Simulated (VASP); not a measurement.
# GaN (F-43m) in VASP: a series of runs, part 2 of 2

VASP 6.6.1.

**3. Relaxation of cell and atoms, LDA**

Input file INCAR:

```
SYSTEM = GaN
PREC     = Accurate       ! precision mode
ENCUT    = 600            ! plane-wave cutoff, eV
EDIFF    = 1E-7           ! SCF threshold, eV
ISMEAR   = 0              ! smearing method
SIGMA    = 0.02           ! smearing width, eV
LREAL    = .False.        ! projectors in reciprocal space
LASPH    = .True.         ! aspherical terms in the spheres
NELM     = 60             ! most SCF steps
ALGO     = Normal         ! electronic algorithm
ISIF     = 3              ! what is computed and relaxed
LWAVE    = .False.        ! write WAVECAR
LCHARG   = .False.        ! write CHGCAR
IBRION   = 2              ! ionic algorithm
NSW      = 90             ! ionic steps
EDIFFG   = -0.005         ! ionic threshold
```

Input file KPOINTS:

```
regular mesh
0
Gamma
  10 10 10
  0 0 0
```

Input file POSCAR:

```
GaN
1.0
    0.0000000000      2.2535006100      2.2535006100
    2.2535006100      0.0000000000      2.2535006100
    2.2535006100      2.2535006100      0.0000000000
Ga N
1 1
Direct
    0.0000000000      0.0000000000      0.0000000000
    0.2500000000      0.2500000000      0.2500000000
```

Potentials or basis: VASP PAW LDA potentials, release 64 (Ga_d, N).

On the command line:

```console
> cat potpaw_LDA.64/Ga_d/POTCAR potpaw_LDA.64/N/POTCAR > POTCAR
> mpirun -np 1 vasp_std > vasp.out
```

OUTCAR:

```text
SYSTEM = GaN
   PREC = Accurate
   ENCUT = 600
   EDIFF = 1E-7
   ISMEAR = 0
   LREAL = .False.
   LASPH = .True.
   NELM = 60
   ISIF = 3
   IBRION = 2
   NSW = 90
   EDIFFG = -0.005

 ion  position               nearest neighbor table
   1  0.000  0.000  0.000-   2 1.95   2 1.95   2 1.95   2 1.95
   2  0.250  0.250  0.250-   1 1.95   1 1.95   1 1.95   1 1.95

  LATTYP: Found a face centered cubic cell.
 ALAT       =     4.5070012200

  Lattice vectors:

 A1 = (   0.0000000000,   2.2535006100,   2.2535006100)
 A2 = (   2.2535006100,   0.0000000000,   2.2535006100)
 A3 = (   2.2535006100,   2.2535006100,   0.0000000000)

Analysis of symmetry for initial positions (statically):
=====================================================================
 Subroutine PRICEL returns:
 Original cell was already a primitive cell.

 Routine SETGRP: Setting up the symmetry group for a
 face centered cubic supercell.

 Subroutine GETGRP returns: Found 24 space group operations
 (whereof 24 operations were pure point group operations)
 out of a pool of 48 trial point group operations.

The static configuration has the point symmetry T_d .

Analysis of symmetry for dynamics (positions and initial velocities):
=====================================================================
 Subroutine PRICEL returns:
 Original cell was already a primitive cell.

 Routine SETGRP: Setting up the symmetry group for a
 face centered cubic supercell.

 Subroutine GETGRP returns: Found 24 space group operations
 (whereof 24 operations were pure point group operations)
 out of a pool of 48 trial point group operations.

The dynamic configuration has the point symmetry T_d .

 Subroutine INISYM returns: Found 24 space group operations
 (whereof 24 operations are pure point group operations),
 and found     1 'primitive' translations

----------------------------------------------------------------------------------------

                                     Primitive cell

  volume of cell :      22.8877

  direct lattice vectors                    reciprocal lattice vectors
     0.000000000  2.253500610  2.253500610    -0.221877020  0.221877020  0.221877020
     2.253500610  0.000000000  2.253500610     0.221877020 -0.221877020  0.221877020
     2.253500610  2.253500610  0.000000000     0.221877020  0.221877020 -0.221877020

  length of vectors
     3.186931125  3.186931125  3.186931125     0.384302272  0.384302272  0.384302272

  position of ions in fractional coordinates (direct lattice)
     0.000000000  0.000000000  0.000000000
     0.250000000  0.250000000  0.250000000

  ion indices of the primitive-cell ions
   primitive index   ion index
                 1           1
                 2           2

----------------------------------------------------------------------------------------

 KPOINTS: regular mesh

Automatic generation of k-mesh.
 Grid dimensions read from file:
 generate k-points for:   10   10   10

 Generating k-lattice:

[... 47 lines left out ...]
   dimension x,y,z NGXF=    56 NGYF=   56 NGZF=   56
   ions per type =               1   1
   NGX,Y,Z   is equivalent  to a cutoff of  14.61, 14.61, 14.61 a.u.
   NGXF,Y,Z  is equivalent  to a cutoff of  29.21, 29.21, 29.21 a.u.
 SYSTEM =  GaN
   PREC   = accura    normal or accurate (medium, high low for compatibility)
   ISTART =      0    job   : 0-new  1-cont  2-samecut
   ICHARG =      2    charge: 1-file 2-atom 10-const
   ISPIN  =      1    spin polarized calculation?
   LNONCOLLINEAR =      F non collinear calculations
   LSORBIT =      F    spin-orbit coupling
   LASPH  =      T    aspherical Exc in radial PAW
   ENCUT  =  600.0 eV  44.10 Ry    6.64 a.u.   6.37  6.37  6.37*2*pi/ulx,y,z
   NELM   =     60;   NELMIN=  2; NELMDL= -5     # of ELM steps
   EDIFF  = 0.1E-06   stopping-criterion for ELM
   LREAL  =      F    real-space projection
   EDIFFG = -.5E-02   stopping-criterion for IOM
   NSW    =     90    number of steps for IOM
   IBRION =      2    ionic relax: 0-MD 1-quasi-New 2-CG
   NFREE  =      1    steps in history (QN), initial steepest desc. (CG)
   ISIF   =      3    stress and relaxation
   ISYM   =      2    0-nonsym 1-usesym 2-fastsym
   POTIM  = 0.5000    time-step for ionic-motion
   TEBEG  =    0.0;   TEEND  =   0.0 temperature during run
   PSTRESS=    0.0 pullay stress
   NELECT =      18.0000    total number of electrons
   NUPDOWN=      -1.0000    fix difference up-down
   EMIN   =  10.00;   EMAX   =-10.00  energy-range for DOS
   EFERMI =   0.00;   METHOD = LEGACY
   ISMEAR =     0;   SIGMA  =   0.02  broadening in eV -4-tet -1-fermi 0-gaus
   EFERMI_NEDOS =   21; number of points for ismear=-14 and -15
   IALGO  =     38    algorithm
   IMIX   =      4    mixing-type and parameters
     AMIX     =   0.40;   BMIX     =  1.00
     AMIX_MAG =   1.60;   BMIX_MAG =  1.00
  volume/ion in A,a.u.               =      11.44        77.23
  Fermi-wavevector in a.u.,A,eV,Ry     =   1.511117  2.855596 31.068543  2.283473
  Thomas-Fermi vector in A             =   2.621216
   LORBIT       =      0    0 simple, 1 ext, 2 COOP (PROOUT), +10 PAW based schemes
   GGA     = CA    functional components
   LHFCALC =     F    Hartree Fock is set to
   AEXX    =    0.0000 exact exchange contribution
   IVDW    =     0    specifies the selected vdW correction
   LEPSILON=     F    determine dielectric tensor
   LRPA    =     F    only Hartree local field effects (RPA)
 conjugate gradient relaxation of ions
 non-spin polarized calculation
 Gauss-broadening in eV      SIGMA  =   0.02
  energy-cutoff  :      600.00
  volume of cell :       22.89
 maximum number of plane-waves:       785
 NGX is ok and might be reduce to    28
   NGX = 13   NGY = 13   NGZ = 13

--------------------------------------- Ionic step        1  -------------------------------------------

 number of electron      18.0000005 magnetization

 Free energy of the ion-electron system (eV)
  ---------------------------------------------------
  ext. energy  EPLUGINS =         0.00000000
  ---------------------------------------------------
  free energy    TOTEN  =       -13.93335767 eV

  energy without entropy =      -13.93335767  energy(sigma->0) =      -13.93335767

------------------------ aborting loop because EDIFF is reached ----------------------------------------

  FORCE on cell =-STRESS in cart. coord.  units (eV):
  Direction    XX          YY          ZZ          XY          YZ          ZX
  --------------------------------------------------------------------------------------
  -------------------------------------------------------------------------------------
  Total       -0.8009520     -0.8009520     -0.8009520     -0.0000000      0.0000000     -0.0000000
  in kB      -56.0678690    -56.0678690    -56.0678690     -0.0000000      0.0000000     -0.0000000
  external PRESSURE =     -56.0678690 kB  Pullay stress =       0.0000000 kB
[... 59 lines left out ...]
--------------------------------------- Ionic step        3  -------------------------------------------

 number of electron      18.0000001 magnetization

 Free energy of the ion-electron system (eV)
  ---------------------------------------------------
  ext. energy  EPLUGINS =         0.00000000
  ---------------------------------------------------
  free energy    TOTEN  =       -13.94539587 eV

  energy without entropy =      -13.94539587  energy(sigma->0) =      -13.94539587

 E-fermi :   5.4826     XC(G=0): -12.2766

 val. band max:        5.3615121727   @ k =   0.0000   0.0000   0.0000
 cond. band min:       7.3009177217   @ k =   0.0000   0.0000   0.0000
 fundamental gap:      1.9394055490
 Fermi energy:         5.4825652464

 k-point     1 :       0.0000    0.0000    0.0000
  band No.  band energies     occupation
      1     -10.7012      2.00000
      2      -8.2233      2.00000
      3      -8.2233      2.00000
      4      -8.2233      2.00000
      5      -7.8745      2.00000
      6      -7.8745      2.00000
      7       5.3615      2.00000
      8       5.3615      2.00000
      9       5.3615      2.00000
     10       7.3009      0.00000
     11      15.6560      0.00000
     12      15.6560      0.00000
     13      15.6560      0.00000
[... 354 lines left out ...]
  band No.  band energies     occupation
      1      -9.6722      2.00000
      2      -8.0898      2.00000
      3      -7.9798      2.00000
      4      -7.9786      2.00000
      5      -7.8086      2.00000
      6      -6.8756      2.00000
      7       0.2472      2.00000
      8       2.7640      2.00000
      9       3.1024      2.00000
     10       9.7687      0.00000
     11      12.5619      0.00000
     12      16.1563      0.00000
     13      18.2944      0.00000

 [... further k-points ...]
[... 5 lines left out ...]
  --------------------------------------------------------------------------------------
  -------------------------------------------------------------------------------------
  Total       -0.0035943     -0.0035943     -0.0035943      0.0000000      0.0000000      0.0000000
  in kB       -0.2591416     -0.2591416     -0.2591416      0.0000000      0.0000000      0.0000000
  external PRESSURE =      -0.2591416 kB  Pullay stress =       0.0000000 kB
[... 17 lines left out ...]
  FREE ENERGIE OF THE ION-ELECTRON SYSTEM (eV)
  ---------------------------------------------------
  free  energy   TOTEN  =       -13.9453958695 eV

  energy  without entropy=      -13.9453958695  energy(sigma->0) =      -13.94539587

 reached required accuracy - stopping structural energy minimisation
```

Wall time 19 s (1 thread of Intel Xeon 6975P-C (Granite Rapids), shared host); peak memory 0.16 GiB.

Results:

* Free energy: -13.9454 eV
* Relaxed volume: 11.11 Å³/atom
* Relaxed cell: a = 3.156 Å, b = 3.156 Å, c = 3.156 Å, α = 60.00°, β = 60.00°, γ = 60.00°
* Space group after relaxing (to 0.05 Å): F-43m (No. 216)
* Energy gained by relaxing: 6.0 meV/atom
* Ionic steps: 3
* Pressure after relaxing: 0.0 GPa
* Band gap on the k mesh: 1.94 eV, direct

The path:
```tsv
step	energy change (eV)	largest force (eV/Å)	pressure (GPa)	volume (Å³)
1	0.0000	0.0000	-5.61	22.89
2	-0.0002	0.0000	6.13	21.59
3	-0.0120	0.0000	-0.03	22.22
```

Final structure:
```
Ga N
1.0
     0.00000    2.23143    2.23143
     2.23143    0.00000    2.23143
     2.23143    2.23143    0.00000
Ga N
1 1
Direct
  0.00000 0.00000 0.00000
  0.25000 0.25000 0.25000
```

Expect the measured gap to be larger: semilocal functionals such as LDA lack the derivative discontinuity.

**4. Relaxation of cell and atoms, PBE**

INCAR, as its differences from that of step 3:

```diff
@@ -13,2 +13,3 @@
 LCHARG   = .False.        ! write CHGCAR
+GGA      = PE             ! functional
 IBRION   = 2              ! ionic algorithm
```

KPOINTS is that of step 3.

POSCAR is that of step 3.

Potentials or basis: VASP PAW PBE potentials, release 64 (Ga_d, N).

On the command line:

```console
> cat potpaw_PBE.64/Ga_d/POTCAR potpaw_PBE.64/N/POTCAR > POTCAR
> mpirun -np 1 vasp_std > vasp.out
```

OUTCAR:

```text
SYSTEM = GaN
   PREC = Accurate
   ENCUT = 600
   EDIFF = 1E-7
   ISMEAR = 0
   LREAL = .False.
   LASPH = .True.
   NELM = 60
   ISIF = 3
   GGA = PE
   IBRION = 2
   NSW = 90
   EDIFFG = -0.005

 ion  position               nearest neighbor table
   1  0.000  0.000  0.000-   2 1.95   2 1.95   2 1.95   2 1.95
   2  0.250  0.250  0.250-   1 1.95   1 1.95   1 1.95   1 1.95

  LATTYP: Found a face centered cubic cell.
 ALAT       =     4.5070012200

  Lattice vectors:

 A1 = (   0.0000000000,   2.2535006100,   2.2535006100)
 A2 = (   2.2535006100,   0.0000000000,   2.2535006100)
 A3 = (   2.2535006100,   2.2535006100,   0.0000000000)

Analysis of symmetry for initial positions (statically):
[... 263 lines left out ...]
 fundamental gap:      1.5482477755
 Fermi energy:         5.1648311052

 k-point     1 :       0.0000    0.0000    0.0000
  band No.  band energies     occupation
      1     -10.7162      2.00000
      2      -8.4342      2.00000
      3      -8.4342      2.00000
      4      -8.4342      2.00000
      5      -8.1412      2.00000
      6      -8.1412      2.00000
      7       4.9886      2.00000
      8       4.9886      2.00000
      9       4.9886      2.00000
     10       6.5369      0.00000
     11      15.1196      0.00000
     12      15.1196      0.00000
     13      15.1196      0.00000
[... 354 lines left out ...]
  band No.  band energies     occupation
      1      -9.8381      2.00000
      2      -8.3103      2.00000
      3      -8.2277      2.00000
      4      -8.2276      2.00000
      5      -8.0852      2.00000
      6      -7.1845      2.00000
      7       0.0288      2.00000
      8       2.6000      2.00000
      9       2.9142      2.00000
     10       9.4036      0.00000
     11      11.9351      0.00000
     12      15.6607      0.00000
     13      17.6057      0.00000

 [... further k-points ...]
[... 5 lines left out ...]
  --------------------------------------------------------------------------------------
  -------------------------------------------------------------------------------------
  Total       -0.0025713     -0.0025713     -0.0025713      0.0000000      0.0000000      0.0000000
  in kB       -0.1751479     -0.1751479     -0.1751479      0.0000000      0.0000000      0.0000000
  external PRESSURE =      -0.1751479 kB  Pullay stress =       0.0000000 kB
[... 17 lines left out ...]
  FREE ENERGIE OF THE ION-ELECTRON SYSTEM (eV)
  ---------------------------------------------------
  free  energy   TOTEN  =       -12.1541661156 eV

  energy  without entropy=      -12.1541661156  energy(sigma->0) =      -12.15416612

 reached required accuracy - stopping structural energy minimisation
```

OSZICAR:

```text
N       E                     dE             d eps       ncg     rms          rms(c)
DAV:   1     0.918943437034E+02    0.91894E+02   -0.10580E+04  1331   0.271E+03
DAV:   2    -0.652396501996E+01   -0.98418E+02   -0.93542E+02  1387   0.378E+02
DAV:   3    -0.140152569577E+02   -0.74913E+01   -0.74440E+01  1397   0.949E+01
[... 25 lines left out ...]
DAV:   3    -0.121561649614E+02    0.15140E-01   -0.17437E-02  1502   0.504E+00    0.198E-01
DAV:   4    -0.121541613784E+02    0.20036E-02   -0.22869E-03  1592   0.786E-01    0.133E-02
DAV:   5    -0.121541682911E+02   -0.69127E-05   -0.13876E-04  1457   0.176E-01    0.140E-02
DAV:   6    -0.121541660157E+02    0.22753E-05   -0.34300E-06  1444   0.242E-02    0.917E-03
DAV:   7    -0.121541660488E+02   -0.33054E-07   -0.14492E-06  1457   0.192E-02    0.298E-03
DAV:   8    -0.121541661156E+02   -0.66839E-07   -0.98211E-08   916   0.935E-03
   3 F= -.12154166E+02 E0= -.12154166E+02  d E =-.947019E-02
```

CONTCAR:

```text
GaN
   1.00000000000000
    -0.0000000000000000    2.2741036173647453    2.2741036173647453
     2.2741036173647453    0.0000000000000000    2.2741036173647453
     2.2741036173647453    2.2741036173647453    0.0000000000000000
  Ga              N
     1     1
Direct
     0.0000000000000000    0.0000000000000000    0.0000000000000000
     0.2500000000000000    0.2500000000000000    0.2500000000000000

  0.00000000E+00  0.00000000E+00  0.00000000E+00
  0.00000000E+00  0.00000000E+00  0.00000000E+00
```

Wall time 23 s (1 thread of Intel Xeon 6975P-C (Granite Rapids), shared host); peak memory 0.17 GiB.

Results:

* Free energy: -12.1542 eV
* Relaxed volume: 11.76 Å³/atom
* Relaxed cell: a = 3.216 Å, b = 3.216 Å, c = 3.216 Å, α = 60.00°, β = 60.00°, γ = 60.00°
* Space group after relaxing (to 0.05 Å): F-43m (No. 216)
* Energy gained by relaxing: 4.7 meV/atom
* Ionic steps: 3
* Pressure after relaxing: 0.0 GPa
* Band gap on the k mesh: 1.55 eV, direct

Step by step:
| step | energy change (eV) | largest force (eV/Å) | pressure (GPa) | volume (Å³) |
| --- | --- | --- | --- | --- |
| 1 | 0.0000 | 0.0000 | 4.92 | 22.89 |
| 2 | -0.0029 | 0.0000 | -3.74 | 24.07 |
| 3 | -0.0095 | 0.0000 | -0.02 | 23.52 |

Final structure:
```xyz
2
Lattice="0.0000 2.2741 2.2741 2.2741 0.0000 2.2741 2.2741 2.2741 0.0000" Properties=species:S:1:pos:R:3 pbc="T T T"
Ga    0.0000    0.0000    0.0000
N     1.1371    1.1371    1.1371
```

Levels at points of the mesh, in eV from the valence-band top:
```csv
k point,band 6,band 7,band 8,band 9,band 10,band 11,band 12,band 13
"(0.00, 0.00, 0.00)",-13.13,0.00,0.00,0.00,1.55,10.13,10.13,10.13
"(0.50, 0.00, 0.00)",-11.88,-6.86,-0.93,-0.93,4.45,8.59,10.22,10.22
"(0.50, 0.50, 0.00)",-11.45,-6.01,-2.61,-2.61,3.34,6.50,11.52,13.67
```

Expect the measured gap to be larger: semilocal functionals such as PBE lack the derivative discontinuity.

**5. Summary**

| level | potentials or basis | gap on the mesh (eV) | pressure (GPa) | relaxed volume (Å³/atom) |
| --- | --- | --- | --- | --- |
| PBEsol | VASP PAW PBE potentials, release 64 (Ga_d, N) | 1.74 | 0.1 | 11.35 |
| LDA | VASP PAW LDA potentials, release 64 (Ga_d, N) | 1.94 | 0.0 | 11.11 |
| PBE | VASP PAW PBE potentials, release 64 (Ga_d, N) | 1.55 | 0.0 | 11.76 |

Alike in all rows: task relaxation of cell and atoms; no spin polarisation; cell relaxed; k mesh 10 × 10 × 10; cutoff (eV) 600; smearing gaussian 0.02 eV.

Caveats: the PAW data sets were made with another functional, which shifts forces and pressure a little (some runs).

Absolute energies hang on the potentials; compare differences alone.
